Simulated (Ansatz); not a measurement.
**Sc (simple hexagonal type): how the settings move a relaxation**

Question: which choices in the input matter for Sc (simple hexagonal type)?

Method: reference: DFT, PBE, PAW with Ansatz's default frozen-core files, scalar-relativistic, in Ansatz 0.2.0.

## (1) The starting structure

It takes space group P6/mmm (No. 191, hexagonal). Conventional cell: a = 2.956 Å, b = 2.956 Å, c = 2.813 Å, α = 90.00°, β = 90.00°, γ = 120.00°. Sc (site symmetry 6/mmm) has 8 Sc at 2.81 to 2.96 Å in its first shell of neighbours.

As a file:

```cif
data_structure
_symmetry_space_group_name_H-M 'P6/mmm'
_symmetry_Int_Tables_number 191
_cell_length_a 2.9564
_cell_length_b 2.9564
_cell_length_c 2.8131
_cell_angle_alpha 90.000
_cell_angle_beta 90.000
_cell_angle_gamma 120.000
_cell_volume 21.29
loop_
_atom_site_label
_atom_site_type_symbol
_atom_site_symmetry_multiplicity
_atom_site_Wyckoff_symbol
_atom_site_fract_x
_atom_site_fract_y
_atom_site_fract_z
_atom_site_occupancy
Sc1 Sc 1 a 0.00000 0.00000 0.00000 1
```

## (2) The reference run

Input file input.yaml:

```yaml
crystal:
  lattice:
    - [2.9564021611, 0.0, 0.0]
    - [-1.4782010805, 2.5603193753, 0.0]
    - [0.0, 0.0, 2.8131087128]
  atoms:
    - { symbol: Sc, position: [0.0, 0.0, 0.0] }
kpoints:
  mp_grid: { grid: [15, 15, 14] }
scf:
  occupations: { method: fermi_dirac, width: 0.1 }
hamiltonian:
  xc: pbe
  pseudopotentials: { kind: paw }
output:
  forces: true
  stress: true
  write_density: true
  write_potential: true
  elf: true
  volumetric_format: npy
relax:
  f_tol: 0.005
  max_steps: 30
  cell: { stress_tol: 0.08, fix: [volume] }
```

The run is started by

```bash
> ansatz run input.yaml --threads 1 --pin off --max-ram 2048MiB --backend cpu --events-out ev --progress --plain --runs-dir out
```

## (3) Changed: hubbard.sites [{species: Sc, l: d, u_eff: 4.0}], hubbard.double_counting amf

input.yaml: that of step 2 with these lines changed.

```diff
@@ -14,2 +14,3 @@
   pseudopotentials: { kind: paw }
+  hubbard: { sites: [{ species: Sc, l: d, u_eff: 4.0 }], double_counting: amf }
 output:
@@ -17,6 +18,2 @@
   stress: true
-  write_density: true
-  write_potential: true
-  elf: true
-  volumetric_format: npy
 relax:
```

Q: Predict the outcome of this session. Wanted: for each run, ending; energy change; pressure; gap; force.

As calculated:

```
                                                                            run     ending                                                    energy change  pressure (GPa)  gap (eV)  force (eV/Å)  cycles  time
                                                                      reference  converged                                                                0             9.7      0.00          0.00      20  12 s
1: hubbard.sites [{species: Sc, l: d, u_eff: 4.0}], hubbard.double_counting amf  converged  -65.1 meV/atom (Hubbard term changed: no physical gain or loss)             9.4      0.00          0.00      15  12 s
```

Times don't compare one to one where runs were asked for different outputs or read a saved state (see the inputs); cycles may leave out searches for a lower state.

**Reading.** Changing the Hubbard U and double counting of the Hubbard term moves the energy by -65.1 meV/atom. The U term adds an energy of its own, so the shift says nothing about which run is better. A changed U is a change of model: its shifts are not errors of convergence.
